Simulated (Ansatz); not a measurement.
# BAs: a tetragonal deformation path

The task here is to estimate one member of a computed series from the others.

Computed with Ansatz 0.2.0 (DFT PBE, scalar-relativistic, plane waves, PAW, unless a step's input says otherwise).

## Starting point

The structure is cubic, space group F-43m (No. 216). The conventional cell has a = 4.777 Å, b = 4.777 Å, c = 4.777 Å, α = 90.00°, β = 90.00°, γ = 90.00°. B (site symmetry -43m) has 4 As at 2.07 Å in its first shell of neighbours. Around As (site symmetry -43m) lie 4 B at 2.07 Å.

Coordinates:

```cif
data_structure
_symmetry_space_group_name_H-M 'P 1'
_symmetry_Int_Tables_number 1
_cell_length_a 3.3778
_cell_length_b 3.3778
_cell_length_c 3.3778
_cell_angle_alpha 60.000
_cell_angle_beta 60.000
_cell_angle_gamma 60.000
_cell_volume 27.25
loop_
_atom_site_label
_atom_site_type_symbol
_atom_site_fract_x
_atom_site_fract_y
_atom_site_fract_z
_atom_site_occupancy
B1 B 0.00000 0.00000 0.00000 1
As1 As 0.75000 0.75000 0.75000 1
```

The cell is taken as given, not relaxed at this level.

## Zero of energy

Reference values: F = -5012.1006 eV; pressure 2.77 GPa; largest force 0.000 eV/Å; gap on the mesh 1.19 eV. It was computed beforehand with the settings of the runs below.

The first run:

At fixed volume and fractional coordinates, lengths along (0.000, 0.000, 1.000) are scaled against those across it; ρ is that ratio over its starting value.

Input file input.yaml:

```yaml
crystal:
  lattice:
    - [0.0, 2.6811355699, 1.8955628479]
    - [2.6811355699, 0.0, 1.8955628479]
    - [2.6811355699, 2.6811355699, 0.0]
  atoms:
    - { symbol: B, position: [0.0, 0.0, 0.0] }
    - { symbol: As, position: [0.75, 0.75, 0.75] }
basis:
  ecutwfc: 420
kpoints:
  mp_grid: { grid: [12, 12, 12] }
hamiltonian:
  xc: pbe
scf:
  occupations: { method: gaussian, width: 0.05 }
output:
  forces: true
  stress: true
  eigenvalues: true
```

On the command line:

```bash
$ ansatz run input.yaml --threads 1 --pin off --max-ram 2560MiB --backend cpu --events-out ev --progress --plain --runs-dir out
```

Among the steps run: ρ = 0.707; ρ = 1.414; ρ = 0.850; At ρ = 1.200; At ρ = 0.780; Point ρ = 1.300; At ρ = 0.920; At ρ = 1.100; Point ρ = 0.650; At ρ = 1.500; ρ = 0.960; Point ρ = 1.050.

One of the session's tables, all rows but one given; the rest of the session is left out.

It belongs to the step «The scan collected». Collected from the runs (energy zero: the undisturbed cell):

```
    ρ  ΔE (meV/atom)  pressure (GPa)  gap on the mesh (eV)
0.650          570.9            -2.8                  0.00
0.707          425.3            -0.8                  0.00
0.780          257.8             1.0                  0.00
0.850          127.3             2.2                  0.00
0.920           37.3             2.7                  0.00
0.960            9.4             2.8                  0.59
1.000            0.0             2.8                  1.19
1.050              ?               ?                     ?
1.100           58.4             2.8                  0.47
1.200          228.8             2.9                  0.00
1.300          493.7             3.4                  0.00
1.414          837.9             4.0                  0.00
1.500         1055.5             3.8                  0.00
```

Q: Estimate the row for ρ = 1.050 from the others.

Worked estimate for «ΔE (meV/atom)». A straight line through the neighbours (1.000, 0.0) and (1.100, 58.4) gives 0.0 + (58.4 − 0.0) × (1.050 − 1.000) / (1.100 − 1.000) = 29.2; a parabola fitted to 4 rows on both sides gives 15.2.

**Answer.** ΔE (meV/atom): 14.7; pressure (GPa): 2.8; gap on the mesh (eV): 0.82. In «ΔE (meV/atom)» the line misses by +14.5 and the parabola by +0.5.

Where the gap reads zero, the mesh chosen for the insulator is on the coarse side.
